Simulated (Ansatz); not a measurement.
# Bi2Se3 (Paraguanajuatite) (R-3m) in Ansatz: further runs

The runs below take Bi2Se3 (Paraguanajuatite) through relaxation of cell and atoms, single point, with PBEsol+D4, RPBE.

Everything below comes from runs of Ansatz 0.2.0. Logs are shortened: lines on timing, memory, paths and dates and some standing lists are left out, and cuts for length are marked.

## Step 1: The crystal as given

It takes space group R-3m (No. 166, trigonal). The conventional cell has a = 4.143 Å, b = 4.143 Å, c = 28.636 Å, α = 90.00°, β = 90.00°, γ = 120.00°. Around Bi (site symmetry 3m) lie 6 Se at 2.85 to 3.07 Å. Se (site symmetry 3m) has 3 Bi at 2.85 Å as nearest neighbours. Around Se (site symmetry -3m) lie 6 Bi at 3.07 Å.

## Step 2: Relaxation of cell and atoms, PBEsol+D4

File input.yaml:

```yaml
crystal:
  lattice:
    - [2.0715, 1.1959810826, 9.5453333333]
    - [-2.0715, 1.1959810826, 9.5453333333]
    - [0.0, -2.3919621653, 9.5453333333]
  atoms:
    - { symbol: Bi, position: [0.5992, 0.5992, 0.5992] }
    - { symbol: Bi, position: [0.4008, 0.4008, 0.4008] }
    - { symbol: Se, position: [0.7883, 0.7883, 0.7883] }
    - { symbol: Se, position: [0.2117, 0.2117, 0.2117] }
    - { symbol: Se, position: [0.0, 0.0, 0.0] }
hamiltonian:
  xc: pbesol
  pseudopotentials: { kind: paw }
  dispersion: d4
kpoints:
  mp_grid: { grid: [8, 8, 8] }
scf:
  occupations: { method: fermi_dirac, width: 0.05 }
output:
  forces: true
  stress: true
relax:
  f_tol: 0.01
  max_steps: 40
  cell: { stress_tol: 0.05 }
```

Potentials or basis: Ansatz PAW.

Launch:

```
$ ansatz run input.yaml --threads 2 --pin off --max-ram 5632MiB --backend cpu --events-out ev --progress --plain --runs-dir out
```

Output:

```text
Warning: RAYON_NUM_THREADS=2 ignored (pool sized by the plan → 2); use --threads N
basis.fft_grid_basis auto: the FFT boxes are laid along the combinations [[1, 0, -1], [0, 1, -1], [0, 0, 1]] of the cell's own vectors, 4.143, 4.143 and 9.840 Å long. The dense box has 30×30×72 points. Along the cell's own vectors, as sized, it would have 72×72×72, 5.76 times as many. Of the 12 symmetry operations that the crystal satisfies within crystal.symmetry.tolerance (time reversal apart; of a slab, those that keep its plane) the dense box along the cell's own vectors carries 12, and the one as laid loses 8 of those. basis.fft_grid_basis: typed keeps the cell's own vectors: state it where this run's energies or levels are differenced outside the engine with another run's, or held beside a run that keeps those vectors.
Engine: ansatz 0.2.0, x86_64-unknown-linux-gnu
Pseudopotentials: kind: paw
Pseudopotential: Bi, paw, valence charge 15, recommended cutoff 420 eV (normal), Bi.paw.azcp
Pseudopotential: Se, paw, valence charge 16, recommended cutoff 420 eV (normal), Se.paw.azcp
Functional definition: PBEsol
  exchange = pbesol_x
  correlation = pbesol_c
Crystal: 5 atoms, lattice volume = 141.890 Å³
Basis set: ecut = 420 eV, 2743 PW (Γ), FFT grids on a1−a3, a2−a3, a3, exchange–correlation on 60×60×144 points (8 copies of the dense FFT grid, shifted against one another)
Bands: 47, of which v1, the nominal top of the filled ones, is band 39 counted from 1 (38 counted from 0)
Symmetry: 12 space group operations
Space group: R-3m (ITA 166), of the structure as read, at distance tolerance 5.2e-5 Å
k-points: 65 of 512
Non-local potential: Bi, projectors of the file, l = 0: 2, l = 1: 2, l = 2: 2, l = 3: 2
Non-local potential: Se, projectors of the file, l = 0: 2, l = 1: 2, l = 2: 3, l = 3: 1
PAW form: soft (Blöchl's): semilocal exchange-correlation on the pseudo side does not see the compensation charge
PAW frozen core: Bi, regenerated for the run's functional, and the local potential with it (the file was generated under x = pbe(κ = 0.804, μ = 0.2195149727645171), c = pbe(β = 0.06672455060314922))
PAW frozen core: Se, regenerated for the run's functional, and the local potential with it (the file was generated under x = pbe(κ = 0.804, μ = 0.2195149727645171), c = pbe(β = 0.06672455060314922))
PAW one-centre angular grid: Bi, 590 points (default); XC on 64 Gauss nodes
PAW one-centre angular grid: Se, 590 points (default); XC on 64 Gauss nodes
Initial density: superposition of atomic densities (neutral atoms: chi_scale 0, normalization atom), corrected by the library's trained network
Initial wavefunctions: pseudopotential atomic-orbital guess
Functional: x = pbesol(κ = 0.804, μ = 0.12345679012345678), c = pbesol(β = 0.046)
SCF iter   1: F=—  HF=-40759.785342 eV  |F-HF|=—  |Δ(HF+E_count)|=         —  Δρ=3.07e-3  dr2=3.55e-2  ethr=1.77e-3  ⟨swp⟩=8.1  Hψ=12405  notcnv=0  defer=7
preconditioner: auto → Kerker (q_TF=auto, 2.469 Å⁻¹)  [metal: Δε(μ)=0.087 eV  Ē_g=9.312 eV  σ=0.050 eV  W_gap=0.41  n_scr=36 (ndim 8)  ℏωp=16.5 eV  f_vac=0.033  D(μ)=0.04/eV (n_scr^D=0)]
SCF iter   2: F=—  HF=-40759.777606 eV  |F-HF|=—  |Δ(HF+E_count)|=   7.74e-3  Δρ=1.54e-3  dr2=7.95e-3  ethr=4.55e-5  ⟨swp⟩=1.6  Hψ=4016  notcnv=0  defer=40
preconditioner: auto → Resta (q_TF=auto, 2.469 Å⁻¹)  ε∞=4.1  [insulator: Δε(μ)=0.116 eV  Ē_g=9.324 eV  σ=0.050 eV  W_gap=0.52  n_scr=36 (ndim 8)  ℏωp=16.5 eV  f_vac=0.031  D(μ)=0.04/eV (n_scr^D=0)  ε∞_Penn≈4.1]
SCF iter   3: F=—  HF=-40759.776325 eV  |F-HF|=—  |Δ(HF+E_count)|=   1.28e-3  Δρ=4.69e-4  dr2=3.48e-4  ethr=1.02e-5  ⟨swp⟩=2.1  Hψ=3527  notcnv=0  defer=40
SCF iter   4: F=—  HF=-40759.776349 eV  |F-HF|=—  |Δ(HF+E_count)|=   2.36e-5  Δρ=2.03e-4  dr2=1.11e-4  ethr=4.46e-7  ⟨swp⟩=2.1  Hψ=3936  notcnv=0  defer=40
SCF iter   5: F=—  HF=-40759.776360 eV  |F-HF|=—  |Δ(HF+E_count)|=   1.16e-5  Δρ=9.08e-5  dr2=3.19e-5  ethr=1.42e-7  ⟨swp⟩=2.0  Hψ=4836  notcnv=0  defer=40
SCF iter   6: F=—  HF=-40759.776344 eV  |F-HF|=—  |Δ(HF+E_count)|=   1.68e-5  Δρ=2.44e-5  dr2=1.33e-6  ethr=4.10e-8  ⟨swp⟩=2.1  Hψ=4374  notcnv=0  defer=40
SCF iter   7: F=—  HF=-40759.776345 eV  |F-HF|=—  |Δ(HF+E_count)|=   9.73e-7  Δρ=8.81e-6  dr2=1.71e-7  ethr=1.71e-9  ⟨swp⟩=2.0  Hψ=5497  notcnv=0  defer=40
SCF iter   8: F=-40759.776345 eV  HF=-40759.776345 eV  |F-HF|=1.33e-8  |Δ(HF+E_count)|=   1.46e-7  Δρ=2.51e-6  dr2=1.31e-8  ethr=1.28e-10  ⟨swp⟩=4.3  Hψ=10941  notcnv=0
SCF 1 converged in 8 iterations: F = -40759.776345 eV  dr2 = 1.31e-8
relax step   1: F+E_penalty+E_count = -40759.77634475 eV  Δ(F+E_penalty+E_count) = +0.000e0 eV  max|allowed force component| = 1.515e-1 eV/Å  Δτ_max = 0.0000 Å  P = -1.673 GPa  Ω = 141.890 Å³  (8 SCF iters, dr2 threshold 1.00e-7 eV, accepted)
Crystal: 5 atoms, lattice volume = 133.559 Å³
Basis set: ecut = 420 eV, 2611 PW (Γ), FFT grids on a1−a3, a2−a3, a3, exchange–correlation on 60×60×144 points (8 copies of the dense FFT grid, shifted against one another)
Initial density: handed on by an earlier stage of this run
Initial wavefunctions: those handed on with the density
iter 1 solved again at ethr=7.23e-5 eV; its pass at ethr=3.10e-3 eV (dr2=5.64e-2 eV) is discarded
SCF iter   1: F=—  HF=-40759.802783 eV  |F-HF|=—  |Δ(HF+E_count)|=         —  Δρ=3.50e-3  dr2=5.65e-2  ethr=7.23e-5  ⟨swp⟩=2.0  Hψ=14340  notcnv=0
preconditioner: auto → Kerker (q_TF=auto, 2.494 Å⁻¹)  [metal: Δε(μ)=0.028 eV  Ē_g=9.545 eV  σ=0.050 eV  W_gap=0.14  n_scr=36 (ndim 8)  ℏωp=17.0 eV  f_vac=0.016  D(μ)=0.04/eV (n_scr^D=0)]
SCF iter   2: F=—  HF=-40759.795649 eV  |F-HF|=—  |Δ(HF+E_count)|=   7.13e-3  Δρ=1.82e-3  dr2=1.63e-2  ethr=7.23e-5  ⟨swp⟩=2.0  Hψ=3512  notcnv=0
SCF iter   3: F=—  HF=-40759.792758 eV  |F-HF|=—  |Δ(HF+E_count)|=   2.89e-3  Δρ=5.21e-4  dr2=1.37e-3  ethr=2.08e-5  ⟨swp⟩=2.0  Hψ=3958  notcnv=0
SCF iter   4: F=—  HF=-40759.792550 eV  |F-HF|=—  |Δ(HF+E_count)|=   2.08e-4  Δρ=3.08e-4  dr2=2.52e-4  ethr=1.76e-6  ⟨swp⟩=2.0  Hψ=4822  notcnv=0
SCF iter   5: F=—  HF=-40759.792499 eV  |F-HF|=—  |Δ(HF+E_count)|=   5.15e-5  Δρ=1.01e-4  dr2=4.44e-5  ethr=3.23e-7  ⟨swp⟩=2.8  Hψ=5446  notcnv=0
SCF iter   6: F=—  HF=-40759.792504 eV  |F-HF|=—  |Δ(HF+E_count)|=   5.36e-6  Δρ=4.14e-5  dr2=7.89e-6  ethr=5.69e-8  ⟨swp⟩=2.0  Hψ=5591  notcnv=0
SCF iter   7: F=—  HF=-40759.792505 eV  |F-HF|=—  |Δ(HF+E_count)|=   4.96e-7  Δρ=2.09e-5  dr2=3.19e-6  ethr=1.01e-8  ⟨swp⟩=2.0  Hψ=5591  notcnv=0
SCF iter   8: F=—  HF=-40759.792504 eV  |F-HF|=—  |Δ(HF+E_count)|=   2.03e-7  Δρ=1.19e-5  dr2=7.75e-7  ethr=4.09e-9  ⟨swp⟩=2.0  Hψ=5587  notcnv=0
SCF iter   9: F=-40759.792504 eV  HF=-40759.792504 eV  |F-HF|=5.52e-8  |Δ(HF+E_count)|=   3.07e-8  Δρ=3.43e-6  dr2=8.55e-8  ethr=6.41e-10  ⟨swp⟩=4.0  Hψ=9397  notcnv=0
SCF 2 converged in 9 iterations: F = -40759.792504 eV  dr2 = 8.55e-8
relax step   2: F+E_penalty+E_count = -40759.79250441 eV  Δ(F+E_penalty+E_count) = -1.616e-2 eV  max|allowed force component| = 2.273e-1 eV/Å  Δτ_max = 0.0459 Å  P = +1.409 GPa  Ω = 133.559 Å³  energy of the carried Pulay correction = +1.213e-3 eV  (9 SCF iters, dr2 threshold 5.00e-7 eV, accepted)
[... 39 lines left out ...]
Basis set: ecut = 420 eV, 2623 PW (Γ), FFT grids on a1−a3, a2−a3, a3, exchange–correlation on 60×60×144 points (8 copies of the dense FFT grid, shifted against one another)
iter 1 solved again at ethr=7.37e-8 eV; its pass at ethr=3.10e-3 eV (dr2=5.75e-5 eV) is discarded
SCF iter   1: F=—  HF=-40759.815229 eV  |F-HF|=—  |Δ(HF+E_count)|=         —  Δρ=2.08e-4  dr2=5.37e-5  ethr=7.37e-8  ⟨swp⟩=2.8  Hψ=13477  notcnv=0
preconditioner: auto → Kerker (q_TF=auto, 2.488 Å⁻¹)  [metal: Δε(μ)=0.010 eV  Ē_g=9.464 eV  σ=0.050 eV  W_gap=0.05  n_scr=36 (ndim 8)  ℏωp=16.9 eV  f_vac=0.018  D(μ)=0.04/eV (n_scr^D=0)]
SCF iter   2: F=—  HF=-40759.815215 eV  |F-HF|=—  |Δ(HF+E_count)|=   1.36e-5  Δρ=1.03e-4  dr2=1.46e-5  ethr=6.88e-8  ⟨swp⟩=2.0  Hψ=3561  notcnv=0
SCF iter   3: F=—  HF=-40759.815227 eV  |F-HF|=—  |Δ(HF+E_count)|=   1.20e-5  Δρ=2.14e-5  dr2=1.55e-6  ethr=1.88e-8  ⟨swp⟩=2.0  Hψ=5591  notcnv=0
SCF iter   4: F=—  HF=-40759.815221 eV  |F-HF|=—  |Δ(HF+E_count)|=   5.79e-6  Δρ=1.27e-5  dr2=8.43e-7  ethr=1.99e-9  ⟨swp⟩=2.0  Hψ=5590  notcnv=0
SCF iter   5: F=—  HF=-40759.815221 eV  |F-HF|=—  |Δ(HF+E_count)|=   9.51e-8  Δρ=4.87e-6  dr2=2.02e-7  ethr=1.08e-9  ⟨swp⟩=1.0  Hψ=3056  notcnv=0
SCF iter   6: F=—  HF=-40759.815221 eV  |F-HF|=—  |Δ(HF+E_count)|=   2.85e-8  Δρ=1.49e-6  dr2=2.76e-8  ethr=2.59e-10  ⟨swp⟩=2.0  Hψ=4902  notcnv=0
SCF iter   7: F=—  HF=-40759.815221 eV  |F-HF|=—  |Δ(HF+E_count)|=   3.85e-9  Δρ=9.06e-7  dr2=3.39e-9  ethr=3.53e-11  ⟨swp⟩=2.0  Hψ=4352  notcnv=0
SCF iter   8: F=—  HF=-40759.815221 eV  |F-HF|=—  |Δ(HF+E_count)|=  1.02e-10  Δρ=3.54e-7  dr2=7.88e-10  ethr=4.35e-12  ⟨swp⟩=2.0  Hψ=4941  notcnv=0
SCF iter   9: F=—  HF=-40759.815221 eV  |F-HF|=—  |Δ(HF+E_count)|=    0.00e0  Δρ=1.17e-7  dr2=7.51e-11  ethr=1.01e-12  ⟨swp⟩=2.0  Hψ=5558  notcnv=0
SCF iter  10: F=-40759.815221 eV  HF=-40759.815221 eV  |F-HF|=0.00e0  |Δ(HF+E_count)|=  7.28e-12  Δρ=5.05e-8  dr2=9.57e-12  ethr=1.00e-12  ⟨swp⟩=4.1  Hψ=10747  notcnv=0
SCF 6 converged in 10 iterations: F = -40759.815221 eV  dr2 = 9.57e-12
relax step   6: F+E_penalty+E_count = -40759.81522132 eV  Δ(F+E_penalty+E_count) = -9.149e-5 eV  max|allowed force component| = 3.613e-3 eV/Å  Δτ_max = 0.0025 Å  P = -0.006 GPa  Ω = 135.594 Å³  energy of the carried Pulay correction = +9.102e-4 eV  (10 SCF iters, accepted)
Initial wavefunctions: pseudopotential atomic-orbital guess (no wavefunctions were taken with the density)
iter 1 solved again at ethr=1.47e-7 eV; its pass at ethr=3.10e-3 eV (dr2=1.14e-4 eV) is discarded
SCF iter   1: F=—  HF=-40759.814268 eV  |F-HF|=—  |Δ(HF+E_count)|=         —  Δρ=4.63e-5  dr2=5.45e-7  ethr=1.47e-7  ⟨swp⟩=3.3  Hψ=20902  notcnv=0
preconditioner: auto → Kerker (q_TF=auto, 2.488 Å⁻¹)  [metal: Δε(μ)=0.008 eV  Ē_g=9.464 eV  σ=0.050 eV  W_gap=0.04  n_scr=36 (ndim 8)  ℏωp=16.9 eV  f_vac=0.018  D(μ)=0.04/eV (n_scr^D=0)]
SCF iter   2: F=—  HF=-40759.814274 eV  |F-HF|=—  |Δ(HF+E_count)|=   6.33e-6  Δρ=2.46e-5  dr2=1.69e-7  ethr=6.98e-10  ⟨swp⟩=2.0  Hψ=5593  notcnv=0
SCF iter   3: F=—  HF=-40759.814274 eV  |F-HF|=—  |Δ(HF+E_count)|=   9.43e-8  Δρ=7.30e-6  dr2=1.62e-8  ethr=2.16e-10  ⟨swp⟩=2.1  Hψ=4086  notcnv=0
SCF iter   4: F=—  HF=-40759.814274 eV  |F-HF|=—  |Δ(HF+E_count)|=   5.91e-9  Δρ=1.02e-6  dr2=8.33e-10  ethr=2.07e-11  ⟨swp⟩=2.0  Hψ=5575  notcnv=0
SCF iter   5: F=-40759.814274 eV  HF=-40759.814274 eV  |F-HF|=3.64e-11  |Δ(HF+E_count)|=  4.15e-10  Δρ=1.88e-7  dr2=4.76e-11  ethr=1.00e-12  ⟨swp⟩=4.0  Hψ=13512  notcnv=0
SCF 7 converged in 5 iterations: F = -40759.814274 eV  dr2 = 4.76e-11
relax step   7: F+E_penalty+E_count = -40759.81427420 eV  Δ(F+E_penalty+E_count) = +9.471e-4 eV  max|allowed force component| = 3.703e-3 eV/Å  Δτ_max = 0.0000 Å  P = -0.005 GPa  Ω = 135.594 Å³  stress off target by 3.74e-2 GPa  SCF on the basis re-selected at this cell (its energy is not comparable with the rows above)  (5 SCF iters)
basis re-selected at this cell: Δ(F+E_penalty+E_count) = +9.471e-4 eV, ΔP = +0.001 GPa vs the last step (what re-selecting the basis moved, of the pressure what is left beyond the Pulay correction that the steps carried, after the strain that the cell walked since its last selection, with what the two solves' SCF thresholds leave and, on support functions, any second-order correction that the steps lacked; it is no measure of the basis error at this ecutwfc). This SCF's stress stands 3.74e-2 GPa from its target on what of the cell is left free (relax.cell.stress_tol is 5.00e-2 GPa) and its largest allowed force component is 3.70e-3 eV/Å (relax.f_tol is 1.00e-2 eV/Å): within both
SCF converged after 5 iterations
Free energy (F): -40759.814274 eV
Harris-Foulkes:  -40759.814274 eV  (|F-HF|=3.64e-11)
Internal energy: -40759.813925 eV  (E = F + TS)
E sigma→0 (E₀):  -40759.814099 eV
Entropy (-TS):   -0.000349 eV (-0.070 meV/atom)
Fermi energy:    9.788294 eV
--- Per-component energies (eV) ---
  E_band       = -1301.395174
  E_kinetic    = 959.627975
  E_local      = -10088.565504  (includes V_loc(G=0)·N_el)
  E_nonlocal   = -650.049062
  E_hartree    = 4491.556735
  E_xc         = -612.696508
  E_vxc        = -584.983152  (∫ρ·V_xc dr)
  E_paw        = -26621.549819  (= ΣΔE_a)
  E_vpaw       = 79.462990  (= ΣTr[D̂ρ^β])
  E_aug_tail   = -0.002696  (compensation charges beyond the density's cutoff)
  E_ewald      = -8240.020318
  E_disp       = -1.319585  (pairwise vdW)
  E_core_change = 3.204856  (= ΣΔE_core)
  E_smearing   = -0.000349  (= −TS)
  E_closure    = -0.000000  (closes the sum)
  Σ components = -40759.814274   (vs F -40759.814274, Δ=0.00e0)
--- Forces (eV/Å), atoms counted from 1 ---
  atom   1  Bi    -0.00000000    -0.00000000     0.00000028
  atom   2  Bi     0.00000000     0.00000000    -0.00000028
  atom   3  Se    -0.00000000    -0.00000000     0.00370283
  atom   4  Se     0.00000000     0.00000000    -0.00370283
  atom   5  Se    -0.00000000     0.00000000     0.00000000
  max |Σ_I F_I| component: 4.63e-18 eV/Å
--- Stress (GPa, compression-positive) ---
        0.010877       0.000000      -0.000000
        0.000000       0.010877       0.000000
       -0.000000       0.000000      -0.037372
  P = ⅓ Tr σ = -0.0052 GPa (-0.052 kbar)
--- Relaxed structure (6 steps of the walk, 5 accepted, 1 SCFs on fresh bases) ---
  F+E_penalty+E_count = -40759.81427420 eV   max|allowed force component| = 3.703e-3 eV/Å   (the final SCF, on the basis selected at the relaxed cell)
  cell:  # Å, volume = 135.5943 Å³
    - [2.049841680878989, 1.1834766462353332, 9.315587502768242]
    - [-2.049841680878989, 1.1834766462353332, 9.315587502768242]
    - [-3.25883422540699e-33, -2.366953292519462, 9.315587502762043]
  atoms:
    - { symbol: Bi, position: [0.5985766663494471, 0.5985766663494471, 0.5985766663494473] }
    - { symbol: Bi, position: [0.4014233336505528, 0.4014233336505528, 0.40142333365055294] }
    - { symbol: Se, position: [0.7910795467650055, 0.7910795467650055, 0.7910795467650058] }
    - { symbol: Se, position: [0.20892045323499459, 0.20892045323499459, 0.2089204532349947] }
    - { symbol: Se, position: [4.543381083157287e-20, 4.5433810831572804e-20, 4.543381083306347e-20] }
```

Wall time 1.9 min (2 threads of Intel Xeon at 2.50GHz (Skylake/Cascade Lake), shared host); peak memory 0.67 GiB.

Results:

* Free energy: -40759.8143 eV
* Relaxed volume: 27.12 Å³/atom
* Relaxed cell: a = 9.612 Å, b = 9.612 Å, c = 9.612 Å, α = 24.63°, β = 24.63°, γ = 24.63°
* Space group after relaxing (to 0.05 Å): R-3m (No. 166)
* Energy gained by relaxing: 7.6 meV/atom
* Ionic steps: 6
* Pressure after relaxing: 0.0 GPa
* Largest force after relaxing: 0.004 eV/Å

Forces in eV/Å, atoms in the order of the input:
```
Bi   0.000  0.000  0.000
Bi   0.000  0.000  0.000
Se   0.000  0.000  0.004
Se   0.000  0.000 -0.004
Se   0.000  0.000  0.000
```

The path:
```tsv
step	energy change (eV)	largest force (eV/Å)	volume (Å³)
1	0.0000	0.1515	141.89
2	-0.0162	0.2273	133.56
3	-0.0375	0.0243	135.96
4	-0.0388	0.0137	135.66
5	-0.0389	0.0036	135.59
6	-0.0379	0.0037	135.59
```

Final structure:
```
Bi Se
1.0
     2.04984    1.18348    9.31559
    -2.04984    1.18348    9.31559
     0.00000   -2.36695    9.31559
Bi Se
2 3
Cartesian
  0.0000 0.0000 16.7283
  0.0000 0.0000 11.2185
  0.0000 0.0000 22.1081
  0.0000 0.0000 5.8387
  0.0000 0.0000 0.0000
```

Caveat: the plane-wave basis is chosen anew once the cell has moved, so the energies of steps on either side of that aren't comparable; spin-orbit coupling is left out, which moves the levels of the heavy elements; the PAW data sets come from PBE, with cores solved anew for the run's functional, which leaves a small shift of forces and pressure.

(Part 1 of 2 ends here.)
